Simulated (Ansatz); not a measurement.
Li3N:
```xyz
4
Lattice="3.6100 0.0000 0.0000 -1.8050 3.1263 0.0000 0.0000 0.0000 3.8552" Properties=species:S:1:pos:R:3 pbc="T T T"
Li     0.0000     0.0000     1.9276
Li     0.0000     2.0842     0.0000
Li     1.8050     1.0421     0.0000
N      0.0000     0.0000     0.0000
```

Relaxed with r²SCAN.

### Question
Give the optical modes at the zone centre with their infrared and Raman activity from DFPT, DFT-r²SCAN in the program Ansatz with PAW potentials.

### Answer
Transverse frequencies, without the LO–TO term; a row sums one degenerate level.

| ω (cm⁻¹) | degeneracy | IR ((D/Å)²/amu) | Raman (Å⁴/amu) | activity | symmetry |
|---|---|---|---|---|---|
| 31i | 1 | 0.00 | 0 | silent | B1g |
| 326 | 2 | 11.26 | 0 | IR | E1u |
| 432 | 2 | 29.08 | 0 | IR | E1u |
| 505 | 1 | 2.18 | 0 | IR | A2u |
| 630 | 2 | 0.00 | 18 | Raman | E2g |
| 682 | 1 | 8.49 | 0 | IR | A2u |

### Question
How high does the top mode go among those that the LO–TO term moves?

### Answer
600 cm⁻¹ for q along x, 600 cm⁻¹ for q along y, 746 cm⁻¹ for q along z.

Space group P6/mmm. The cell was relaxed with r²SCAN under the symmetry of its start; phonons on a q-mesh show weakly imaginary modes.

Potentials: the later of the program's two PAW sets.
